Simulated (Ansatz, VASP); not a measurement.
One calculation of MgO, two programs

File INCAR:

```
ALGO = Fast
EDIFF = 1E-7
ENCUT = 520
GGA = PE
ISIF = 2
ISMEAR = -1
LASPH = True
LCHARG = False
LREAL = False
LWAVE = False
NBANDS = 11
NELM = 100
PREC = Accurate
SIGMA = 0.02
```

Contents of KPOINTS:

```
k-points
0
Gamma
  10 10 10
```

Contents of POSCAR:

```
MgO
1.0
    2.6891951916      0.0000000000      0.0000000000
    0.0000000000      2.6891951916      0.0000000000
    0.0000000000      0.0000000000      2.6233491285
Mg O
1 1
Direct
    0.0000000000      0.0000000000      0.0000000000
    0.5000000000      0.5000000000      0.5000000000
```

Input for Ansatz:

```yaml
crystal:
  lattice:
    - [2.6891951916, 0.0, 0.0]
    - [0.0, 2.6891951916, 0.0]
    - [0.0, 0.0, 2.6233491285]
  atoms:
    - { symbol: Mg, position: [0.0, 0.0, 0.0] }
    - { symbol: O, position: [0.5, 0.5, 0.5] }
kpoints:
  mp_grid: { grid: [10, 10, 10] }
  band_path:
    path: [[0.0, 0.0, 0.0], [0.0, 0.5, 0.0], [0.5, 0.5, 0.0], [0.5, 0.5, 0.5]]
    npoints: 1
hamiltonian:
  xc: pbe
scf:
  occupations: { method: fermi_dirac, width: 0.02 }
  n_extra_bands: 4
output:
  forces: true
  stress: true
  eigenvalues: true
```

Change from the starting cell: biaxial_xy strain +2.5%.

Alike in both runs: task single point; functional PBE; k mesh 10 × 10 × 10; occupations fermi-dirac, width 0.02 eV; no spin polarisation.

```csv
,VASP,Ansatz
version,VASP 6.6.1,Ansatz 0.2.0
potentials or method,"VASP PAW PBE potentials, release 64 (Mg, O)","plane waves, PAW"
plane-wave cutoff (eV),520,420
valence electrons in the cell,8,16
```

```tsv
	VASP	Ansatz	Ansatz less VASP
gap on the k mesh at the Fermi level (eV)	1.99	2.02	+0.022
pressure (GPa)	-1.7	-1.0	+0.72
largest component of the traceless stress (GPa)	10.21	10.16	-0.051
```

The two sets of potentials don't hold the same shells in valence.

A k mesh can miss the band edges.
